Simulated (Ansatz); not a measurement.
Sn₅Ge (ordering on diamond) by several functionals

All numbers come from the PAW code Ansatz. Values at 0 K without nuclear motion; no magnetic order is allowed, and the phase may be a hypothetical one.

The cell is Sn₅Ge as one 6-atom ordering (P3m1) on the diamond lattice; cell and atoms were relaxed with r2SCAN. Space group P3m1 (No. 156), trigonal; conventional cell a = 4.552 Å, c = 11.108 Å, 33.22 Å³ an atom. Ge has 4 Sn at 2.66–2.74 Å; Sn has 4 Sn at 2.81–2.84 Å; Sn has 4 Sn at 2.81–2.83 Å; Sn has 3 Ge at 2.74 Å and 1 Sn at 2.84 Å; Sn has 1 Ge at 2.66 Å and 3 Sn at 2.81 Å.

```cif
data_structure
_symmetry_space_group_name_H-M 'P3m1'
_symmetry_Int_Tables_number 156
_cell_length_a 4.5519
_cell_length_b 4.5519
_cell_length_c 11.1084
_cell_angle_alpha 90.000
_cell_angle_beta 90.000
_cell_angle_gamma 120.000
_cell_volume 199.33
loop_
_atom_site_label
_atom_site_type_symbol
_atom_site_symmetry_multiplicity
_atom_site_Wyckoff_symbol
_atom_site_fract_x
_atom_site_fract_y
_atom_site_fract_z
_atom_site_occupancy
Ge1 Ge 1 a 0.00000 0.00000 0.99911 1
Sn1 Sn 1 c 0.66667 0.33333 0.67272 1
Sn2 Sn 1 b 0.33333 0.66667 0.32808 1
Sn3 Sn 1 c 0.66667 0.33333 0.92883 1
Sn4 Sn 1 b 0.33333 0.66667 0.58288 1
Sn5 Sn 1 a 0.00000 0.00000 0.23839 1
```

Relaxed lattice by functional, symmetry kept:
```csv
functional,k mesh,a (Å),c (Å),volume (Å³/atom)
PBE,6×6×2,4.611,11.283,34.63
r2SCAN,6×6×2,4.552,11.108,33.22
```

Band edges at fixed r2SCAN geometry:

| level | k mesh | gap (eV) | kind | edges | least direct gap (eV) |
| --- | --- | --- | --- | --- | --- |
| PBE | 6×6×2 | none (overlap 0.31) | – | – | – |
| PBE+SOC | 6×6×2 | none (overlap 0.12) | – | – | – |
| r2SCAN | 6×6×2 | none (overlap 0.34) | – | – | – |

All runs use a smearing of 0.02 eV.
Wave cutoffs: 420 eV, 500 eV (r2SCAN).

With r2SCAN the bands overlap by 0.34 eV (counted from 1, band 42 peaks at Γ and band 43 bottoms out at A): no gap. With PBE+SOC the bands overlap by 0.12 eV (counted from 1, band 84 peaks at Γ and band 85 bottoms out at L): no gap.

No level opens a gap, but no hybrid is among them, and semilocal functionals can close a real gap.

Only the levels marked +SOC include spin-orbit coupling.

Where bands overlap the cell is a metal at that level, and these k meshes limit energies, forces and stress. Overlaps of a few tenths of an eV in semilocal functionals can be an artefact that a hybrid or GW lifts.
